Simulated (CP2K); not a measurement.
The system is SiO2.

```
Si O
1.0
     8.74377    0.00000    0.00000
     6.19989    4.61946    0.00000
     2.54388   -2.20895    4.05708
Si O
4 8
Direct
  0.93677 0.93677 0.56323
  0.68677 0.68677 0.31323
  0.31323 0.31323 0.68677
  0.56323 0.56323 0.93677
  0.06344 0.43656 0.06344
  0.43656 0.06344 0.43656
  0.81344 0.18656 0.81344
  0.18656 0.81344 0.18656
  0.12500 0.62500 0.62500
  0.62500 0.62500 0.62500
  0.62500 0.62500 0.12500
  0.62500 0.12500 0.62500
```

The cell comes from a database or a generator and needn't be the stable form of this composition.

Base run:

* Program: CP2K 2026.2
* Functional: PBE
* Potentials or basis: POTENTIAL_UZH Si GTH-PBE-q4, O GTH-PBE-q6; DZVP-MOLOPT-PBE-GTH basis
* Density cutoff: 9524 eV
* k mesh: 5 × 5 × 5
* Occupations: fermi-dirac, width 0.05 eV
* Spin: no spin polarisation

Its results: band gap on the k mesh 6.44 eV, direct; pressure 4.9 GPa; largest force 0.440 eV/Å.

**Question.** The run is repeated on the same cell with these changes: potentials or basis from POTENTIAL_UZH Si GTH-PBE-q4, O GTH-PBE-q6; DZVP-MOLOPT-PBE-GTH basis to POTENTIAL_UZH Si GTH-PBE-q4, O GTH-PBE-q6; TZVP-MOLOPT-PBE-GTH basis; basis sets from Si DZVP-MOLOPT-PBE-GTH-q4, O DZVP-MOLOPT-PBE-GTH-q6 to Si TZVP-MOLOPT-PBE-GTH-q4, O TZVP-MOLOPT-PBE-GTH-q6. What comes out?

**Answer.** Band gap on the k mesh 5.74 eV, direct; pressure 4.4 GPa; largest force 0.392 eV/Å.

Caveats: an odd mesh through Γ misses points on the zone boundary, where band edges often lie; the basis of atomic orbitals isn't converged, which shifts pressures, moduli and gaps.
